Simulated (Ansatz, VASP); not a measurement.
## GaN in VASP and in Ansatz

```xyz
2
Lattice="0.0000 2.2712 2.2712 2.2712 0.0000 2.2712 2.2712 2.2712 0.0000" Properties=species:S:1:pos:R:3 pbc="T T T"
Ga    0.0000    0.0000    0.0000
N     1.1356    1.1356    1.1356
```

Alike in both runs: task single point; functional r2SCAN; k mesh 8 × 8 × 8; no spin polarisation.

|  | VASP | Ansatz |
| --- | --- | --- |
| version | VASP 6.6.1 | Ansatz 0.2.0 |
| potentials or method | VASP PAW PBE potentials, release 64 (Ga_d, N) | plane waves, PAW |
| plane-wave cutoff (eV) | 520 | 500 |
| occupations | gaussian, width 0.01 eV | fixed |
| valence electrons in the cell | 18 | 18 |

VASP gave:

* gap on the k mesh at the Fermi level (eV): 1.96
* pressure (GPa): -4.5

Problem. Which values does Ansatz return?

Solution. gap on the k mesh at the Fermi level (eV): 1.97; pressure (GPa): -5.5.

Caveats: the PAW data sets were made with another functional, which shifts forces and pressure a little (VASP). r2SCAN opens gaps a little over a GGA but as a rule still falls short of measured ones.
